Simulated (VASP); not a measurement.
# CuAu (P4/mmm) in VASP: a series of runs, part 2 of 2

VASP 6.6.1. The steps go on from the part before.

### Step 4. Single point, PBE

The input, INCAR:

```
SYSTEM = CuAu
ADDGRID  = .FALSE.      
ALGO     = Normal         ! electronic algorithm
EDIFF    = 1E-6           ! SCF threshold, eV
ENCUT    = 460            ! plane-wave cutoff, eV
GGA      = PE             ! functional
ISIF     = 2              ! what is computed and relaxed
ISMEAR   = 1              ! smearing method
LASPH    = .TRUE.         ! aspherical terms in the spheres
LCHARG   = .FALSE.        ! write CHGCAR
LREAL    = .FALSE.        ! projectors in reciprocal space
LWAVE    = .FALSE.        ! write WAVECAR
NBANDS   = 18             ! bands
NELM     = 100            ! most SCF steps
PREC     = Accurate       ! precision mode
SIGMA    = 0.05           ! smearing width, eV
```

The input, KPOINTS:

```
k-points
0
G
  5 5 4
  0 0 0
```

The input, POSCAR:

```
CuAu
1.0
    2.8107494552      0.0000000000      0.0000000000
    0.0000000000      2.8107494552      0.0000000000
    0.0000000000      0.0000000000      3.6850000000
Au Cu
1 1
Direct
    0.0257070000      0.0114430000     -0.0258500000
    0.4994280000      0.4658820000      0.5068750000
```

Potentials or basis: VASP PAW PBE potentials, release 64 (Au, Cu).

Command:

```bash
cat potpaw_PBE.64/Au/POTCAR potpaw_PBE.64/Cu/POTCAR > POTCAR
mpirun -np 1 vasp_std > vasp.out
```

OUTCAR:

```text
SYSTEM = CuAu
   EDIFF = 1E-6
   ENCUT = 460
   GGA = PE
   ISIF = 2
   ISMEAR = 1
   LASPH = .TRUE.
   LREAL = .FALSE.
   NELM = 100
   PREC = Accurate

 Found     51 irreducible k-points:

 Following reciprocal coordinates:
            Coordinates               Weight
  0.000000  0.000000  0.000000      1.000000
  0.200000  0.000000  0.000000      2.000000
  0.000000  0.200000  0.000000      2.000000
  0.400000  0.000000  0.000000      2.000000
  0.000000  0.400000  0.000000      2.000000
  0.200000  0.200000  0.000000      2.000000
   k-points           NKPTS =     51   k-points in BZ     NKDIM =     51   number of bands    NBANDS=     18
   number of dos      NEDOS =    301   number of ions     NIONS =      2
   total plane-waves  NPLWV =  11200
   dimension x,y,z NGX =    20 NGY =   20 NGZ =   28
   dimension x,y,z NGXF=    40 NGYF=   40 NGZF=   56
   ions per type =               1   1
   NGX,Y,Z   is equivalent  to a cutoff of  11.83, 11.83, 12.63 a.u.
   NGXF,Y,Z  is equivalent  to a cutoff of  23.66, 23.66, 25.26 a.u.
 SYSTEM =  CuAu
   PREC   = accura    normal or accurate (medium, high low for compatibility)
   ISTART =      0    job   : 0-new  1-cont  2-samecut
   ICHARG =      2    charge: 1-file 2-atom 10-const
   ISPIN  =      1    spin polarized calculation?
   LNONCOLLINEAR =      F non collinear calculations
   LSORBIT =      F    spin-orbit coupling
[... 53 lines left out ...]

 val. band max:        8.9894274670   @ k =   0.2000   0.4000   0.5000
 cond. band min:       9.2738704666   @ k =  -0.4000  -0.4000   0.2500
 fundamental gap:      0.2844429996
 Fermi energy:         8.9945477350

 k-point     1 :       0.0000    0.0000    0.0000
  band No.  band energies     occupation
      1      -1.0376      2.00000
      2       2.1338      2.00000
      3       2.2684      2.00000
      4       4.6153      2.00000
      5       4.6945      2.00000
      6       5.7345      2.00000
[... 103 lines left out ...]
      5       4.2499      2.00000
      6       4.8315      2.00000
[... 10 lines left out ...]
     17      26.0799      0.00000
     18      26.5248      0.00000

 [... further k-points ...]

------------------------ aborting loop because EDIFF is reached ----------------------------------------

  FORCE on cell =-STRESS in cart. coord.  units (eV):
  Direction    XX          YY          ZZ          XY          YZ          ZX
  --------------------------------------------------------------------------------------
  -------------------------------------------------------------------------------------
  Total        1.1810384      1.0903198      1.1288461      0.1096669     -0.3397292     -0.2048200
  in kB       64.9969289     60.0043474     62.1245908      6.0353762    -18.6965612    -11.2720068
  external PRESSURE =      62.3752891 kB  Pullay stress =       0.0000000 kB

 VOLUME and BASIS-vectors are now :
 -----------------------------------------------------------------------------
  energy-cutoff  :      460.00
  volume of cell :       29.11
      direct lattice vectors                 reciprocal lattice vectors
     2.810749455  0.000000000  0.000000000     0.355776997  0.000000000  0.000000000
     0.000000000  2.810749455  0.000000000     0.000000000  0.355776997  0.000000000
     0.000000000  0.000000000  3.685000000     0.000000000  0.000000000  0.271370421

 POSITION                                       TOTAL-FORCE (eV/Angst)
 -----------------------------------------------------------------------------------
      0.07226      0.03216      3.58974        -0.309050     -0.515897      0.903305
      1.40377      1.30948      1.86783         0.309050      0.515897     -0.903305
 -----------------------------------------------------------------------------------
    total drift:                                0.000197      0.001103     -0.000885

  FREE ENERGIE OF THE ION-ELECTRON SYSTEM (eV)
  ---------------------------------------------------
  free  energy   TOTEN  =        -7.0525858134 eV

  energy  without entropy=       -7.0515386736  energy(sigma->0) =       -7.05223677
```

stdout:

```text
POSCAR found type information on POSCAR AuCu
 POSCAR found :  2 types and       2 ions
 scaLAPACK will be used
 LDA part: xc-table for (Slater+PW92), standard interpolation
 POSCAR, INCAR and KPOINTS ok, starting setup
 FFT: planning ... GRIDC
 FFT: planning ... GRID_SOFT
 FFT: planning ... GRID
 WAVECAR not read
 entering main loop
```

It took 16 s on 1 thread of Intel Xeon Platinum 8375C at 2.90GHz (Ice Lake), shared host; peak memory 0.14 GiB.

These settings aren't checked as converged: the numbers below hold their error.

Results:

```yaml
Free_energy: -7.0526 eV
Pressure: 6.2 GPa
Largest_force: 1.085 eV/Å
Band_gap_on_the_k_mesh: none (metal or under the smearing width)
```

Caveat: the k mesh is coarse (spacing up to 0.45 Å⁻¹), so the values aren't converged.

### Step 5. Single point, PBE

INCAR: that of step 4 with these lines changed.

```diff
@@ -15,2 +15,2 @@
 PREC     = Accurate       ! precision mode
-SIGMA    = 0.05           ! smearing width, eV
+SIGMA    = 0.02           ! smearing width, eV
```

KPOINTS is that of step 4.

The input, POSCAR:

```
CuAu
1.0
    2.8107494552      0.0000000000      0.0000000000
    0.0000000000      2.8107494552      0.0000000000
    0.0000000000      0.0000000000      3.6850000000
Au Cu
1 1
Direct
    0.0000000000      0.0000000000      0.0000000000
    0.5000000000      0.5000000000      0.5000000000
```

Command:

```bash
cat potpaw_PBE.64/Au/POTCAR potpaw_PBE.64/Cu/POTCAR > POTCAR
mpirun -np 1 vasp_std > vasp.out
```

Run time: 8.3 s. Hardware: 1 thread of Intel Xeon Platinum 8375C at 2.90GHz (Ice Lake), shared host; peak memory 0.13 GiB.

The run converged, but some of its settings lie outside the range that counts as converged, so its numbers aren't taken as properties of the crystal.

Results:

* Free energy: -7.1460 eV
* Pressure: 4.0 GPa
* Band gap on the k mesh: none (metal or under the smearing width)

Caveat: the k mesh is coarse (spacing up to 0.45 Å⁻¹), so the values aren't converged.

### Step 6. The reference run

An earlier run on the cell as given: functional PBEsol; potentials or basis VASP PAW PBE potentials, release 64 (Au, Cu); cutoff 520 eV; k mesh 9 × 9 × 7; occupations fermi-dirac, width 0.05 eV; no spin polarisation.

* Pressure: -3.9 GPa
* Band gap on the k mesh: none (metal or under the smearing width)
